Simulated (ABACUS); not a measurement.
## Be2C: equation of state with PBE

The system is Be2C.

```
C Be
1.0
     0.00000    2.16500    2.16500
     2.16500    0.00000    2.16500
     2.16500    2.16500    0.00000
C Be
1 2
Direct
  0.00000 0.00000 0.00000
  0.75000 0.75000 0.75000
  0.25000 0.25000 0.25000
```

```
Program             : ABACUS 3.10.1
Task                : equation of state
Functional          : PBE
Potentials or basis : PseudoDojo NC SR 0.4.1 PBE standard
Cutoff              : 1211 eV
Density cutoff      : 4844 eV
Basis               : plane waves
k mesh              : 11 × 11 × 11
Occupations         : fermi-dirac, width 0.05 eV
Spin                : no spin polarisation
```

```yaml
Equilibrium_volume: 6.79 Å³/atom
Bulk_modulus: 202 GPa
Pressure_derivative_of_the_bulk_modulus: 3.5
```

Energy against volume, from the lowest point:
```csv
volume (Å³/atom),energy (meV/atom)
6.359,18.75
6.495,8.47
6.630,2.34
6.765,0.00
6.901,1.12
7.036,5.40
7.171,12.57
```

All runs of the series together: 25 s on 4 threads of Intel(R) Xeon(R) 6975P-C (Granite Rapids), on a shared host.

PBE usually gives volumes a little too large and moduli too small. Zero-point motion and thermal expansion aren't in these numbers.
